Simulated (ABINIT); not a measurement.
# Ru (P6_3/mmc) in ABINIT: convergence with pawecutdg

Aim: find how far pawecutdg must go before the results for Ru settle, at LDA. This setting moves, with any that are tied to it; all else stays.

All numbers are computed with ABINIT 10.8.3 (patched build); they aren't measurements. Logs are shortened: lines on timing, memory, paths and dates and some standing lists are left out, and cuts for length are marked. The log counts tension as positive stress, the text compression.

**1. The structure**

Symmetry: P6_3/mmc, No. 194, hexagonal system. The conventional cell has a = 2.706 Å, b = 2.706 Å, c = 4.282 Å, α = 90.00°, β = 90.00°, γ = 120.00°. Ru (site symmetry -6m2) is surrounded by 12 Ru at 2.65 to 2.71 Å.

**2. With pawecutdg 15 Ha**

The input, run.abi:

```
pp_dirpath "./"
pseudos "Ru.LDA_PW-JTH.xml"

acell 2.7058 2.7058 4.2819 Angstrom
rprim
     1.0000000000     0.0000000000     0.0000000000
    -0.5000000000     0.8660254038     0.0000000000
     0.0000000000     0.0000000000     1.0000000000
ntypat 1
znucl 44
natom 2
typat 1 1
xred
     0.6666666667     0.3333333333     0.7500000000
     0.3333333333     0.6666666667     0.2500000000

ecut 15.0
pawecutdg 15.0

kptopt 1
ngkpt 11 11 6
nshiftk 1
shiftk 0.0 0.0 0.0

ixc 7

nband 20
occopt 6
tsmear 0.00367493

nstep 100
tolvrs 1.0e-9

iomode 3
prtwf 0
prtden 0
prteig 0
prtebands 0
enunit 1
```

Potentials or basis: JTH PAW LDA v2.0.

On the command line:

```console
> abinit run.abi > log 2>&1
```

Wall time 17 s (1 thread of Arm Neoverse V1, shared host); peak memory 0.08 GiB.

It converged, with:

- Free energy: -5221.0558 eV
- Pressure: -12.9 GPa
- Band gap on the k mesh: none (metal or under the smearing width)
- Valence electrons inside the program's atomic spheres: Ru 13.72 (radii [1.1697] Å)

**3. With pawecutdg 18**

run.abi: that of step 2 with these lines changed.

```diff
@@ -17,3 +17,3 @@
 ecut 15.0
-pawecutdg 15.0
+pawecutdg 18.0
```

Potentials or basis: JTH PAW LDA v2.0.

On the command line:

```console
> abinit run.abi > log 2>&1
```

Wall time 17 s (1 thread of Arm Neoverse V1, shared host); peak memory 0.08 GiB.

It converged, with:

* Free energy: -5221.0562 eV
* Pressure: -12.4 GPa
* Band gap on the k mesh: none (metal or under the smearing width)
* Valence electrons inside the program's atomic spheres: Ru 13.74 (radii [1.1697] Å)

**4. With pawecutdg 22.5**

run.abi: that of step 3 with these lines changed.

```diff
@@ -17,3 +17,3 @@
 ecut 15.0
-pawecutdg 18.0
+pawecutdg 22.5
```

On the command line:

```console
> abinit run.abi > log 2>&1
```

It took 17 s on 1 thread of Arm Neoverse V1, shared host; peak memory 0.08 GiB.

Results (log left out):

```
Free energy                                           : -5221.0522 eV
Pressure                                              : -12.4 GPa
Band gap on the k mesh                                : none (metal or under the smearing width)
Valence electrons inside the program's atomic spheres : Ru 13.71 (radii [1.1697] Å)
```

**5. With pawecutdg 27**

run.abi: that of step 4 with these lines changed.

```diff
@@ -17,3 +17,3 @@
 ecut 15.0
-pawecutdg 22.5
+pawecutdg 27.0
```

On the command line:

```console
> abinit run.abi > log 2>&1
```

Wall time 17 s (1 thread of Arm Neoverse V1, shared host); peak memory 0.08 GiB.

The run converged. Its results:

```
Free energy                                           : -5221.0533 eV
Pressure                                              : -12.3 GPa
Band gap on the k mesh                                : none (metal or under the smearing width)
Valence electrons inside the program's atomic spheres : Ru 13.72 (radii [1.1697] Å)
```

**6. With pawecutdg 33**

run.abi: that of step 5 with these lines changed.

```diff
@@ -17,3 +17,3 @@
 ecut 15.0
-pawecutdg 27.0
+pawecutdg 33.0
```

Potentials or basis: JTH PAW LDA v2.0.

On the command line:

```console
> abinit run.abi > log 2>&1
```

Run time: 19 s. Hardware: 1 thread of Arm Neoverse V1, shared host; peak memory 0.09 GiB.

Results (log left out):

```yaml
Free_energy: -5221.0548 eV
Pressure: -12.5 GPa
Band_gap_on_the_k_mesh: none (metal or under the smearing width)
Valence_electrons_inside_the_program's_atomic_spheres: Ru 13.71 (radii [1.1697] Å)
```

**7. With pawecutdg 40.5**

run.abi: that of step 6 with these lines changed.

```diff
@@ -17,3 +17,3 @@
 ecut 15.0
-pawecutdg 33.0
+pawecutdg 40.5
```

On the command line:

```console
> abinit run.abi > log 2>&1
```

Run time: 19 s. Hardware: 1 thread of Arm Neoverse V1, shared host; peak memory 0.09 GiB.

The run converged. Its results:

* Free energy: -5221.0544 eV
* Pressure: -12.5 GPa
* Band gap on the k mesh: none (metal or under the smearing width)
* Valence electrons inside the program's atomic spheres: Ru 13.69 (radii [1.1697] Å)

**8. With pawecutdg 49.5**

run.abi: that of step 7 with these lines changed.

```diff
@@ -17,3 +17,3 @@
 ecut 15.0
-pawecutdg 40.5
+pawecutdg 49.5
```

Potentials or basis: JTH PAW LDA v2.0.

On the command line:

```console
> abinit run.abi > log 2>&1
```

run.abo:

```text
.Version 10.8.3 of ABINIT
 Symmetries : space group P6_3/m m c (#194); Bravais hP (primitive hexag.)
================================================================================
 Values of the parameters that define the memory need of the present run
     intxc =       0    ionmov =       0      iscf =      17    lmnmax =      18
     lnmax =       6     mgfft =      30  mpssoang =       3    mqgrid =    3001
     natom =       2  nloc_mem =       2    nspden =       1   nspinor =       1
    nsppol =       1      nsym =      24    n1xccc =       1    ntypat =       1
    occopt =       6   xclevel =       1
       mpw =         523          nfft =        9720          nkpt =          64
 PAW method is used; the additional fine FFT grid is defined by:
   mgfftf=        54    nfftf =     69984
================================================================================
================================================================================

--------------------------------------------------------------------------------
------------- Echo of variables that govern the present computation ------------
--------------------------------------------------------------------------------
 -outvars: echo values of preprocessed input variables --------
            acell      5.1132209515E+00  5.1132209515E+00  8.0916182985E+00 Bohr
              amu      1.01070000E+02
             ecut      1.50000000E+01 Hartree
           enunit           1
                       outvar_i_n : Printing only first  50 k-points.
              ixc           7
                       outvar_i_n : Printing only first  50 k-points.
         kptrlatt       11    0    0      0   11    0      0    0    6
          kptrlen      4.85497098E+01
            natom           2
            nband          20
            ngfft          18      18      30
          ngfftdg          36      36      54
             nkpt          64
            nstep         100
             nsym          24
           ntypat           1
                       prtocc : prtvol=0, do not print more k-points.
           occopt           6
        pawecutdg      4.95000000E+01 Hartree
           prtden           0
        prtebands           0
           prteig           0
            prtwf           0
            rprim      1.0000000000E+00  0.0000000000E+00  0.0000000000E+00
                      -5.0000000000E-01  8.6602540380E-01  0.0000000000E+00
                       0.0000000000E+00  0.0000000000E+00  1.0000000000E+00
          spgroup         194
           tolvrs      1.00000000E-09
           tsmear      3.67493000E-03 Hartree
            typat      1  1
           useylm           1
                       outvars : Printing only first  50 k-points.
           xangst      1.3529000000E+00  7.8109717920E-01  3.2114250000E+00
                       2.0313302815E-18  1.5621943584E+00  1.0704750000E+00
            xcart      2.5566104757E+00  1.4760597464E+00  6.0687137239E+00
                       3.8386579032E-18  2.9521194928E+00  2.0229045746E+00
             xred      6.6666666667E-01  3.3333333333E-01  7.5000000000E-01
                       3.3333333333E-01  6.6666666667E-01  2.5000000000E-01
            znucl       44.00000

================================================================================

[... 114 lines left out ...]
       0.666666666667      0.333333333333      0.750000000000
       0.333333333333      0.666666666667      0.250000000000
 rms dE/dt=  3.8080E-28; max dE/dt=  5.3853E-28; dE/dt below (all hartree)
    1       0.000000000000      0.000000000000     -0.000000000000
    2       0.000000000000     -0.000000000000      0.000000000000

 cartesian coordinates (angstrom) at end:
    1      1.35290000000000     0.78109717920068     3.21142500000000
    2      0.00000000000000     1.56219435840136     1.07047500000000

 cartesian forces (hartree/bohr) at end:
    1      0.00000000000000    -0.00000000000000     0.00000000000000
    2     -0.00000000000000     0.00000000000000    -0.00000000000000
 frms,max,avg= 6.0807098E-29 9.1210577E-29   0.000E+00  0.000E+00  0.000E+00 h/b

 cartesian forces (eV/Angstrom) at end:
    1      0.00000000000000    -0.00000000000000     0.00000000000000
    2     -0.00000000000000     0.00000000000000    -0.00000000000000
 frms,max,avg= 3.1268267E-27 4.6902364E-27   0.000E+00  0.000E+00  0.000E+00 e/A
 length scales=  5.113220951481  5.113220951481  8.091618298525 bohr
              =  2.705800000000  2.705800000000  4.281900000000 angstroms
 Fermi (or HOMO) energy (eV) =  14.24598   Average Vxc (eV)= -13.39215
 Eigenvalues (   eV  ) for nkpt=  64  k points:
 kpt#   1, nband= 20, wtk=  0.00138, kpt=  0.0000  0.0000  0.0000 (reduced coord)
 -58.65423  -58.44724  -29.21333  -28.27004  -28.27004  -28.09760  -28.09760  -28.05498
   6.24808    8.06034   11.70164   11.70164   11.87514   12.38867   12.38867   12.92123
  12.92123   15.51098   15.51098   15.67040
 prteigrs : prtvol=0 or 1, do not print more k-points.

--- !EnergyTerms
iteration_state     : {dtset: 1, }
comment             : Components of total free energy in Hartree
kinetic             :  2.30030139340175E+01
hartree             :  2.74006920194883E+01
xc                  : -7.78633258467340E+00
Ewald energy        : -1.63992206330996E+02
psp_core            :  1.09938347974881E+01
local_psp           : -9.41249634185440E+01
PAW spherical_terms :  1.26357393398557E+01
internal            : -1.91870222243364E+02
'-kT*entropy'       : -1.37591168021452E-06
total_energy        : -1.91870223619275E+02
total_energy_eV     : -5.22105476400685E+03
...

--- !EnergyTermsDC
iteration_state     : {dtset: 1, }
comment             : '"Double-counting" decomposition of free energy'
band_energy         : -1.46643686256945E+01
Ewald energy        : -1.63992206330996E+02
psp_core            :  1.09938347974881E+01
xc_dc               : -2.50025726631225E+01
PAW spherical_terms :  7.95100863072127E-01
internal            : -1.91870211959253E+02
'-kT*entropy'       : -1.37591168021452E-06
total_energy_dc     : -1.91870213335164E+02
total_energy_dc_eV  : -5.22105448416193E+03
...

--- !EnergyTermsWithPAWCore
iteration_state     : {dtset: 1, }
comment             : 'Components of total free energy, including PAW core contributions'
Total energy        : -9.05334046107225E+03
Total energy DC     : -9.05334045078814E+03
Total energy (eV)   : -2.46353944102605E+05
Total energy DC (eV): -2.46353943822760E+05
...

 Cartesian components of stress tensor (hartree/bohr^3)
  sigma(1 1)=  4.17546538E-04  sigma(3 2)=  0.00000000E+00
  sigma(2 2)=  4.17546536E-04  sigma(3 1)=  0.00000000E+00
  sigma(3 3)=  4.43944864E-04  sigma(2 1)=  0.00000000E+00

-Cartesian components of stress tensor (GPa)         [Pressure= -1.2544E+01 GPa]
- sigma(1 1)=  1.22846433E+01  sigma(3 2)=  0.00000000E+00
- sigma(2 2)=  1.22846432E+01  sigma(3 1)=  0.00000000E+00
- sigma(3 3)=  1.30613088E+01  sigma(2 1)=  0.00000000E+00

== END DATASET(S) ==============================================================
================================================================================

 -outvars: echo values of variables after computation  --------
            acell      5.1132209515E+00  5.1132209515E+00  8.0916182985E+00 Bohr
           etotal     -1.9187021334E+02
            fcart      5.2660451185E-29 -9.1210577001E-29  1.2998815583E-31
                      -5.2660451185E-29  9.1210577001E-29 -1.2998815583E-31
            rprim      1.0000000000E+00  0.0000000000E+00  0.0000000000E+00
                      -5.0000000000E-01  8.6602540380E-01  0.0000000000E+00
                       0.0000000000E+00  0.0000000000E+00  1.0000000000E+00
           strten      4.1754653843E-04  4.1754653626E-04  4.4394486362E-04
                       0.0000000000E+00  0.0000000000E+00  0.0000000000E+00
           xangst      1.3529000000E+00  7.8109717920E-01  3.2114250000E+00
                       2.0313302815E-18  1.5621943584E+00  1.0704750000E+00
             xred      6.6666666667E-01  3.3333333333E-01  7.5000000000E-01
                       3.3333333333E-01  6.6666666667E-01  2.5000000000E-01
 Calculation completed.
```

Run time: 19 s. Hardware: 1 thread of Arm Neoverse V1, shared host; peak memory 0.11 GiB.

Results:

* Free energy: -5221.0545 eV
* Pressure: -12.5 GPa
* Band gap on the k mesh: none (metal or under the smearing width)
* Valence electrons inside the program's atomic spheres: Ru 13.72 (radii [1.1697] Å)

**9. Summary**

```
pawecutdg  energy less the tightest run (meV/atom)  pressure (GPa)  SCF cycles  CPU time (s)  peak memory (GiB)
    15 Ha                                    -0.65          -12.86          10            17               0.08
       18                                    -0.87          -12.39          10            17               0.08
     22.5                                     1.15          -12.43          10            17               0.08
       27                                     0.62          -12.31          10            17               0.08
       33                                    -0.18          -12.48          11            19               0.09
     40.5                                     0.06          -12.53          11            19               0.09
     49.5                                     0.00          -12.54          11            19               0.11
```

Against the tightest run, the energy stays within 1 meV/atom from 27 on; the pressure stays within 0.1 GPa from 33 on. The tightest run that finished is the yardstick and may itself not be fully converged.
